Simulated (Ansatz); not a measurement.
Crystal: FeGe.

```
Ge Fe
1.0
     4.99760    0.00000    0.00000
    -2.49880    4.32805    0.00000
     0.00000    0.00000    4.11576
Ge Fe
3 3
Direct
  0.66667 0.33333 0.50000
  0.33333 0.66667 0.50000
  0.00000 0.00000 0.00000
  0.00000 0.50000 0.00000
  0.50000 0.50000 0.00000
  0.50000 0.00000 0.00000
```

The cell is a database's computed one.

Base run:

| Property | Result |
| --- | --- |
| Program | Ansatz 0.2.0 |
| Functional | r2SCAN |
| Potentials or basis | Ansatz PAW |
| Cutoff | 500 eV |
| Density cutoff | 2000 eV |
| k mesh | 6 × 6 × 7 |
| Occupations | fermi-dirac, width 0.05 eV |
| Spin | collinear spin, ferromagnetic start |
| Starting moments | [0.0, 0.0, 0.0, 3.0, 3.0, 3.0] μB |

Its results: band gap on the k mesh none (metal or under the smearing width); net moment 6.61 μB per cell; site moments Ge -0.06, -0.10; Fe +2.37 μB.

Question: The run is repeated on the same cell with these changes: functional from r2SCAN to HSE06; cutoff from 500 eV to 420 eV; density cutoff from 2000 eV to 1680 eV; k mesh from 6 × 6 × 7 to 4 × 4 × 4. What comes out?

Answer: Band gap on the k mesh none (metal or under the smearing width); net moment 7.54 μB per cell; site moments Ge -0.08, -0.16; Fe +2.77 μB.

Several settings changed at once, so the effect can't be laid on one alone.

Caveats: some runs use coarse meshes; the magnetic or orbital state may not be the lowest.

Not every run made on this cell is shown here.
